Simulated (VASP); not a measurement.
# BeTe (F-43m) in VASP: further runs

The runs below take BeTe through relaxation of cell and atoms, relaxation of the atoms, with PBE+D3(BJ).

Everything below comes from runs of VASP 6.6.1. Logs are shortened: lines on timing, memory, paths and dates and some standing lists are left out, and cuts for length are marked.

**1. The structure**

The structure is cubic, space group F-43m (No. 216). Conventional cell: a = 5.540 Å, b = 5.540 Å, c = 5.540 Å, α = 90.00°, β = 90.00°, γ = 90.00°. Be (site symmetry -43m) has 4 Te at 2.40 Å as nearest neighbours. Te (site symmetry -43m) is surrounded by 4 Be at 2.40 Å.

**2. Relaxation of cell and atoms, PBE+D3(BJ)**

The input, INCAR:

```
SYSTEM = BeTe
PREC = Accurate ; ENCUT = 600
EDIFF = 1E-6 ; ISMEAR = 0
SIGMA = 0.03 ; LREAL = .False.
LASPH = .True. ; NELM = 80
ALGO = Normal ; ISIF = 3
LWAVE = .False. ; LCHARG = .False.
GGA = PE ; IVDW = 12
IBRION = 2 ; NSW = 90
EDIFFG = -0.01
```

The input, KPOINTS:

```
regular mesh
0
Gamma
  8 8 8
  0 0 0
```

The input, POSCAR:

```
BeTe
1.0
    0.0000000000      2.7700000000      2.7700000000
    2.7700000000      0.0000000000      2.7700000000
    2.7700000000      2.7700000000      0.0000000000
Be Te
1 1
Direct
    0.0000000000      0.0000000000      0.0000000000
    0.2500000000      0.2500000000      0.2500000000
```

Potentials or basis: VASP PAW PBE potentials, release 64 (Be, Te).

Command:

```sh
$ cat potpaw_PBE.64/Be/POTCAR potpaw_PBE.64/Te/POTCAR > POTCAR
$ mpirun -np 1 vasp_std > vasp.out
```

OUTCAR:

```text
SYSTEM = BeTe
   PREC = Accurate
   ENCUT = 600
   EDIFF = 1E-6
   ISMEAR = 0
   LREAL = .False.
   LASPH = .True.
   NELM = 80
   ISIF = 3
   GGA = PE
   IVDW = 12
   IBRION = 2
   NSW = 90
   EDIFFG = -0.01
 IVDW          = 12

 ion  position               nearest neighbor table
   1  0.000  0.000  0.000-   2 2.40   2 2.40   2 2.40   2 2.40
   2  0.250  0.250  0.250-   1 2.40   1 2.40   1 2.40   1 2.40

  LATTYP: Found a face centered cubic cell.
 ALAT       =     5.5400000000

  Lattice vectors:

 A1 = (   0.0000000000,   2.7700000000,   2.7700000000)
 A2 = (   2.7700000000,   0.0000000000,   2.7700000000)
 A3 = (   2.7700000000,   2.7700000000,   0.0000000000)

Analysis of symmetry for initial positions (statically):
=====================================================================
 Subroutine PRICEL returns:
 Original cell was already a primitive cell.

 Routine SETGRP: Setting up the symmetry group for a
 face centered cubic supercell.

 Subroutine GETGRP returns: Found 24 space group operations
 (whereof 24 operations were pure point group operations)
 out of a pool of 48 trial point group operations.

The static configuration has the point symmetry T_d .

Analysis of symmetry for dynamics (positions and initial velocities):
=====================================================================
 Subroutine PRICEL returns:
 Original cell was already a primitive cell.

 Routine SETGRP: Setting up the symmetry group for a
 face centered cubic supercell.

 Subroutine GETGRP returns: Found 24 space group operations
 (whereof 24 operations were pure point group operations)
 out of a pool of 48 trial point group operations.

The dynamic configuration has the point symmetry T_d .

 Subroutine INISYM returns: Found 24 space group operations
 (whereof 24 operations are pure point group operations),
 and found     1 'primitive' translations

----------------------------------------------------------------------------------------

                                     Primitive cell

  volume of cell :      42.5079

  direct lattice vectors                    reciprocal lattice vectors
     0.000000000  2.770000000  2.770000000    -0.180505415  0.180505415  0.180505415
     2.770000000  0.000000000  2.770000000     0.180505415 -0.180505415  0.180505415
     2.770000000  2.770000000  0.000000000     0.180505415  0.180505415 -0.180505415

  length of vectors
     3.917371568  3.917371568  3.917371568     0.312644550  0.312644550  0.312644550

  position of ions in fractional coordinates (direct lattice)
     0.000000000  0.000000000  0.000000000
     0.250000000  0.250000000  0.250000000

  ion indices of the primitive-cell ions
   primitive index   ion index
                 1           1
                 2           2

----------------------------------------------------------------------------------------

 KPOINTS: regular mesh

Automatic generation of k-mesh.
 Grid dimensions read from file:
 generate k-points for:    8    8    8

 Generating k-lattice:

  Cartesian coordinates                     Fractional coordinates (reciprocal lattice)
    -0.022563177  0.022563177  0.022563177     0.125000000  0.000000000  0.000000000
     0.022563177 -0.022563177  0.022563177     0.000000000  0.125000000  0.000000000
     0.022563177  0.022563177 -0.022563177     0.000000000  0.000000000  0.125000000

  Length of vectors
     0.039080569  0.039080569  0.039080569

  Shift w.r.t. Gamma in fractional coordinates (k-lattice)
     0.000000000  0.000000000  0.000000000

 Subroutine IBZKPT returns following result:
 ===========================================

 Found     29 irreducible k-points:

 Following reciprocal coordinates:
            Coordinates               Weight
  0.000000  0.000000  0.000000      1.000000
  0.125000  0.000000  0.000000      8.000000
  0.250000  0.000000  0.000000      8.000000
  0.375000  0.000000  0.000000      8.000000
  0.500000  0.000000  0.000000      4.000000
  0.125000  0.125000  0.000000      6.000000
[... 16 lines left out ...]
  0.500000  0.250000  0.125000     48.000000
 -0.375000  0.250000  0.125000     24.000000
 [... further k-points ...]
   k-points           NKPTS =     29   k-points in BZ     NKDIM =     29   number of bands    NBANDS=      8
   number of dos      NEDOS =    301   number of ions     NIONS =      2
   total plane-waves  NPLWV =  32768
   dimension x,y,z NGX =    32 NGY =   32 NGZ =   32
   dimension x,y,z NGXF=    64 NGYF=   64 NGZF=   64
   ions per type =               1   1
   NGX,Y,Z   is equivalent  to a cutoff of  13.58, 13.58, 13.58 a.u.
   NGXF,Y,Z  is equivalent  to a cutoff of  27.16, 27.16, 27.16 a.u.
 SYSTEM =  BeTe
   PREC   = accura    normal or accurate (medium, high low for compatibility)
   ISTART =      0    job   : 0-new  1-cont  2-samecut
   ICHARG =      2    charge: 1-file 2-atom 10-const
   ISPIN  =      1    spin polarized calculation?
   LNONCOLLINEAR =      F non collinear calculations
   LSORBIT =      F    spin-orbit coupling
   LASPH  =      T    aspherical Exc in radial PAW
   ENCUT  =  600.0 eV  44.10 Ry    6.64 a.u.   7.82  7.82  7.82*2*pi/ulx,y,z
   NELM   =     80;   NELMIN=  2; NELMDL= -5     # of ELM steps
   EDIFF  = 0.1E-05   stopping-criterion for ELM
   LREAL  =      F    real-space projection
   EDIFFG = -.1E-01   stopping-criterion for IOM
   NSW    =     90    number of steps for IOM
   IBRION =      2    ionic relax: 0-MD 1-quasi-New 2-CG
   NFREE  =      1    steps in history (QN), initial steepest desc. (CG)
   ISIF   =      3    stress and relaxation
   ISYM   =      2    0-nonsym 1-usesym 2-fastsym
   POTIM  = 0.5000    time-step for ionic-motion
   TEBEG  =    0.0;   TEEND  =   0.0 temperature during run
   PSTRESS=    0.0 pullay stress
   NELECT =       8.0000    total number of electrons
   NUPDOWN=      -1.0000    fix difference up-down
   EMIN   =  10.00;   EMAX   =-10.00  energy-range for DOS
   EFERMI =   0.00;   METHOD = LEGACY
   ISMEAR =     0;   SIGMA  =   0.03  broadening in eV -4-tet -1-fermi 0-gaus
   EFERMI_NEDOS =   21; number of points for ismear=-14 and -15
   IALGO  =     38    algorithm
   IMIX   =      4    mixing-type and parameters
     AMIX     =   0.40;   BMIX     =  1.00
     AMIX_MAG =   1.60;   BMIX_MAG =  1.00
  volume/ion in A,a.u.               =      21.25       143.43
  Fermi-wavevector in a.u.,A,eV,Ry     =   0.938170  1.772885 11.975354  0.880164
  Thomas-Fermi vector in A             =   2.065355
   LORBIT       =      0    0 simple, 1 ext, 2 COOP (PROOUT), +10 PAW based schemes
   GGA     = PE    functional components
   LHFCALC =     F    Hartree Fock is set to
   AEXX    =    0.0000 exact exchange contribution
   IVDW    =    12    specifies the selected vdW correction
   LEPSILON=     F    determine dielectric tensor
   LRPA    =     F    only Hartree local field effects (RPA)
 conjugate gradient relaxation of ions
 non-spin polarized calculation
 Gauss-broadening in eV      SIGMA  =   0.03
  energy-cutoff  :      600.00
  volume of cell :       42.51
 maximum number of plane-waves:      1433
   NGX = 15   NGY = 15   NGZ = 15

--------------------------------------- Ionic step        1  -------------------------------------------

 number of electron       8.0000000 magnetization

 Free energy of the ion-electron system (eV)
  ---------------------------------------------------
  ext. energy  EPLUGINS =         0.00000000
  ---------------------------------------------------
  free energy    TOTEN  =        -7.58482010 eV

  energy without entropy =       -7.58482010  energy(sigma->0) =       -7.58482010

------------------------ aborting loop because EDIFF is reached ----------------------------------------

 Edisp (eV)   -0.71331

 E8    (eV) :    -0.3039

  FORCE on cell =-STRESS in cart. coord.  units (eV):
  Direction    XX          YY          ZZ          XY          YZ          ZX
  --------------------------------------------------------------------------------------
  -------------------------------------------------------------------------------------
  Total       0.42760     0.42760     0.42760    -0.00000    -0.00000     0.00000
  in kB      16.11680    16.11680    16.11680    -0.00000    -0.00000     0.00000
  external pressure =       16.12 kB  Pullay stress =        0.00 kB
[... 61 lines left out ...]
  energy  without entropy=       -8.3030463292  energy(sigma->0) =       -8.30304633

--------------------------------------- Ionic step        3  -------------------------------------------

 number of electron       8.0000000 magnetization

 Free energy of the ion-electron system (eV)
  ---------------------------------------------------
  ext. energy  EPLUGINS =         0.00000000
  ---------------------------------------------------
  free energy    TOTEN  =        -7.60846913 eV

  energy without entropy =       -7.60846913  energy(sigma->0) =       -7.60846913

 E-fermi :   5.5551     XC(G=0):  -9.1564

 val. band max:        5.3767887508   @ k =   0.0000   0.0000   0.0000
 cond. band min:       7.2885553313   @ k =   0.5000   0.5000   0.0000
 fundamental gap:      1.9117665805
 Fermi energy:         5.5550940555

 k-point     1 :       0.0000    0.0000    0.0000
  band No.  band energies     occupation
      1      -7.0864      2.00000
      2       5.3768      2.00000
      3       5.3768      2.00000
      4       5.3768      2.00000
      5       8.9647      0.00000
      6       8.9647      0.00000
      7       8.9647      0.00000
      8       9.3812      0.00000
[... 243 lines left out ...]
 k-point    24 :      -0.3750    0.2500    0.1250
  band No.  band energies     occupation
      1      -5.4262      2.00000
      2       0.1107      2.00000
      3       2.3909      2.00000
      4       3.3983      2.00000
      5       9.5723      0.00000
      6       9.7935      0.00000
      7      12.1215      0.00000
      8      13.2106      0.00000

 [... further k-points ...]

------------------------ aborting loop because EDIFF is reached ----------------------------------------

 Edisp (eV)   -0.69489

 E8    (eV) :    -0.2960

  FORCE on cell =-STRESS in cart. coord.  units (eV):
  Direction    XX          YY          ZZ          XY          YZ          ZX
  --------------------------------------------------------------------------------------
  -------------------------------------------------------------------------------------
  Total       0.00073     0.00073     0.00073    -0.00000     0.00000     0.00000
  in kB       0.02679     0.02679     0.02679    -0.00000     0.00000     0.00000
  external pressure =        0.03 kB  Pullay stress =        0.00 kB
[... 17 lines left out ...]
  FREE ENERGIE OF THE ION-ELECTRON SYSTEM (eV)
  ---------------------------------------------------
  free  energy   TOTEN  =        -8.3033572094 eV

  energy  without entropy=       -8.3033572094  energy(sigma->0) =       -8.30335721

 reached required accuracy - stopping structural energy minimisation
```

Run time: 14 s. Hardware: 1 thread of AMD EPYC 9R45 (Zen 5), shared host; peak memory 0.16 GiB.

What came out:

```yaml
Free_energy: -8.3034 eV
Relaxed_volume: 21.79 Å³/atom
Relaxed_cell: a = 3.950 Å, b = 3.950 Å, c = 3.950 Å, α = 60.00°, β = 60.00°, γ = 60.00°
Space_group_after_relaxing_to_0.05_Å: F-43m (No. 216)
Energy_gained_by_relaxing: 2.6 meV/atom
Ionic_steps: 3
Pressure_after_relaxing: 0.0 GPa
Band_gap_on_the_k_mesh: 1.91 eV, indirect (least direct gap 3.59 eV)
Dispersion_energy_per_atom: -0.347 eV
```

The path:
| step | energy change (eV) | largest force (eV/Å) | pressure (GPa) | volume (Å³) |
| --- | --- | --- | --- | --- |
| 1 | 0.0000 | 0.0000 | 1.61 | 42.51 |
| 2 | -0.0049 | 0.0000 | -0.37 | 43.84 |
| 3 | -0.0052 | 0.0000 | 0.00 | 43.57 |

Final structure:
```
Be Te
1.0
     0.00000    2.79290    2.79290
     2.79290    0.00000    2.79290
     2.79290    2.79290    0.00000
Be Te
1 1
Direct
  0.00000 0.00000 0.00000
  0.25000 0.25000 0.25000
```

Caveat: spin-orbit coupling is left out, which moves the levels of the heavy elements. A k mesh can miss the band edges.

**3. Relaxation of cell and atoms, PBE+D3(BJ)**

This run uses another cell than the first one, of 21.79 Å³/atom, 1.025 times its volume.

The input, INCAR:

```
SYSTEM = BeTe
PREC = Accurate ; ENCUT = 600
EDIFF = 1E-7 ; ISMEAR = 0
SIGMA = 0.03 ; LREAL = .False.
LASPH = .True. ; NELM = 80
ALGO = Normal ; ISIF = 3
LWAVE = .False. ; LCHARG = .False.
GGA = PE ; IVDW = 12
IBRION = 2 ; NSW = 90
EDIFFG = -0.005
```

KPOINTS is that of step 2.

The input, POSCAR:

```
BeTe                                    
1.0
    0.0000000000      2.7928977096      2.7928977096
    2.7928977096     -0.0000000000      2.7928977096
    2.7928977096      2.7928977096     -0.0000000000
  Be              Te            
     1     1
Direct
     0.0000000000000000    0.0000000000000000    0.0000000000000000
     0.2500000000000000    0.2500000000000000    0.2500000000000000
```

Potentials or basis: VASP PAW PBE potentials, release 64 (Be, Te).

Command:

```sh
$ cat potpaw_PBE.64/Be/POTCAR potpaw_PBE.64/Te/POTCAR > POTCAR
$ mpirun -np 1 vasp_std > vasp.out
```

OUTCAR:

```text
SYSTEM = BeTe
   PREC = Accurate
   ENCUT = 600
   EDIFF = 1E-7
   ISMEAR = 0
   LREAL = .False.
   LASPH = .True.
   NELM = 80
   ISIF = 3
   GGA = PE
   IVDW = 12
   IBRION = 2
   NSW = 90
   EDIFFG = -0.005
 IVDW          = 12

 ion  position               nearest neighbor table
   1  0.000  0.000  0.000-   2 2.42   2 2.42   2 2.42   2 2.42
   2  0.250  0.250  0.250-   1 2.42   1 2.42   1 2.42   1 2.42

[... 457 lines left out ...]

------------------------ aborting loop because EDIFF is reached ----------------------------------------

 Edisp (eV)   -0.69489

 E8    (eV) :    -0.2960

  FORCE on cell =-STRESS in cart. coord.  units (eV):
  Direction    XX          YY          ZZ          XY          YZ          ZX
  --------------------------------------------------------------------------------------
  -------------------------------------------------------------------------------------
  Total       0.00129     0.00129     0.00129    -0.00000     0.00000     0.00000
  in kB       0.04726     0.04726     0.04726    -0.00000     0.00000     0.00000
  external pressure =        0.05 kB  Pullay stress =        0.00 kB

 VOLUME and BASIS-vectors are now :
 -----------------------------------------------------------------------------
  energy-cutoff  :      600.00
  volume of cell :       43.57
      direct lattice vectors                 reciprocal lattice vectors
     0.000000000  2.792897710  2.792897710    -0.179025533  0.179025533  0.179025533
     2.792897710  0.000000000  2.792897710     0.179025533 -0.179025533  0.179025533
     2.792897710  2.792897710  0.000000000     0.179025533  0.179025533 -0.179025533

 POSITION                                       TOTAL-FORCE (eV/Angst)
 -----------------------------------------------------------------------------------
      0.00000      0.00000      0.00000         0.000000      0.000000     -0.000000
      1.39645      1.39645      1.39645        -0.000000     -0.000000      0.000000
 -----------------------------------------------------------------------------------
    total drift:                                0.000000      0.000000      0.000000

  FREE ENERGIE OF THE ION-ELECTRON SYSTEM (eV)
  ---------------------------------------------------
  free  energy   TOTEN  =        -8.3033905792 eV

  energy  without entropy=       -8.3033905792  energy(sigma->0) =       -8.30339058

 reached required accuracy - stopping structural energy minimisation
```

OSZICAR:

```text
N       E                     dE             d eps       ncg     rms          rms(c)
DAV:   1     0.235711584463E+02    0.23571E+02   -0.37564E+03   464   0.907E+02
DAV:   2    -0.696726699432E+01   -0.30538E+02   -0.29722E+02   664   0.107E+02
DAV:   3    -0.775681570153E+01   -0.78955E+00   -0.78955E+00   576   0.230E+01
DAV:   4    -0.776196826235E+01   -0.51526E-02   -0.51526E-02   712   0.211E+00
DAV:   5    -0.776198264742E+01   -0.14385E-04   -0.14385E-04   616   0.880E-02    0.429E+00
DAV:   6    -0.764259021632E+01    0.11939E+00   -0.17147E-01   568   0.215E+00    0.256E+00
DAV:   7    -0.760771606542E+01    0.34874E-01   -0.12865E-01   624   0.195E+00    0.522E-01
DAV:   8    -0.760819788897E+01   -0.48182E-03   -0.62581E-03   504   0.569E-01    0.918E-02
DAV:   9    -0.760846112773E+01   -0.26324E-03   -0.38821E-04   624   0.156E-01    0.243E-02
DAV:  10    -0.760849677136E+01   -0.35644E-04   -0.60409E-05   512   0.474E-02    0.198E-02
DAV:  11    -0.760849994050E+01   -0.31691E-05   -0.29497E-06   680   0.124E-02    0.115E-02
DAV:  12    -0.760850245358E+01   -0.25131E-05   -0.60072E-06   488   0.186E-02    0.596E-03
DAV:  13    -0.760850250101E+01   -0.47428E-07   -0.40852E-08   624   0.156E-03
   1 F= -.83033906E+01 E0= -.83033906E+01  d E =-.830339E+01
```

Wall time 6.6 s (1 thread of AMD EPYC 9R45 (Zen 5), shared host); peak memory 0.16 GiB.

Results:

```yaml
Free_energy: -8.3034 eV
Pressure_after_relaxing: 0.0 GPa
Band_gap_on_the_k_mesh: 1.91 eV, indirect (least direct gap 3.59 eV)
Dispersion_energy_per_atom: -0.347 eV
```

Final structure:
```
CELL_PARAMETERS angstrom
0.00000 2.79290 2.79290
2.79290 0.00000 2.79290
2.79290 2.79290 0.00000
ATOMIC_POSITIONS crystal
Be 0.00000 0.00000 0.00000
Te 0.25000 0.25000 0.25000
```

Levels at points of the mesh, in eV from the valence-band top:
```tsv
k point	band 1	band 2	band 3	band 4	band 5	band 6	band 7	band 8
(0.00, 0.00, 0.00)	-12.46	0.00	0.00	0.00	3.59	3.59	3.59	4.00
(0.50, 0.00, 0.00)	-11.06	-5.70	-1.17	-1.17	3.14	4.58	4.58	7.81
(0.50, 0.50, 0.00)	-10.54	-5.25	-2.74	-2.74	1.91	2.63	9.86	9.86
```

Caveat: the relaxation stopped at its first step, so nothing moved; spin-orbit coupling is left out, which moves the levels of the heavy elements. A k mesh can miss the band edges.

**4. Relaxation of the atoms, PBE+D3(BJ) (a relaxed cell with its volume scaled by 0.94)**

The input, INCAR:

```
SYSTEM = BeTe
PREC = Accurate ; ENCUT = 600
EDIFF = 1E-7 ; ISMEAR = 0
SIGMA = 0.03 ; LREAL = .False.
LASPH = .True. ; NELM = 80
ALGO = Normal ; ISIF = 2
LWAVE = .False. ; LCHARG = .False.
GGA = PE ; IVDW = 12
IBRION = 2 ; NSW = 40
EDIFFG = -0.01
```

KPOINTS is that of step 3.

The input, POSCAR:

```
BeTe                                    
1.0
    0.0000000000      2.7358837994      2.7358837994
    2.7358837994      0.0000000000      2.7358837994
    2.7358837994      2.7358837994      0.0000000000
  Be              Te            
     1     1
Direct
     0.0000000000000000    0.0000000000000000    0.0000000000000000
     0.2500000000000000    0.2500000000000000    0.2500000000000000
```

Command:

```sh
$ cat potpaw_PBE.64/Be/POTCAR potpaw_PBE.64/Te/POTCAR > POTCAR
$ mpirun -np 1 vasp_std > vasp.out
```

It took 7.1 s on 1 thread of AMD EPYC 9R45 (Zen 5), shared host; peak memory 0.16 GiB.

It converged, with:

```
Free energy                : -8.2697 eV
Pressure after relaxing    : 4.3 GPa
Band gap on the k mesh     : 1.75 eV, indirect (least direct gap 3.52 eV)
Dispersion energy per atom : -0.371 eV
```

Final structure:
```
CELL_PARAMETERS angstrom
0.00000 2.73588 2.73588
2.73588 0.00000 2.73588
2.73588 2.73588 0.00000
ATOMIC_POSITIONS crystal
Be 0.00000 0.00000 0.00000
Te 0.25000 0.25000 0.25000
```

Levels at points of the mesh, in eV from the valence-band top:
```
           k point  band 1  band 2  band 3  band 4  band 5  band 6  band 7  band 8
(0.00, 0.00, 0.00)  -12.90    0.00    0.00    0.00    3.52    3.52    3.52    4.48
(0.50, 0.00, 0.00)  -11.33   -6.12   -1.29   -1.29    3.31    4.54    4.54    7.76
(0.50, 0.50, 0.00)  -10.75   -5.60   -2.99   -2.99    1.75    2.53   10.26   10.26
```

Caveat: the relaxation stopped at its first step, so nothing moved; spin-orbit coupling is left out, which moves the levels of the heavy elements.

[end of part 1 of 2]
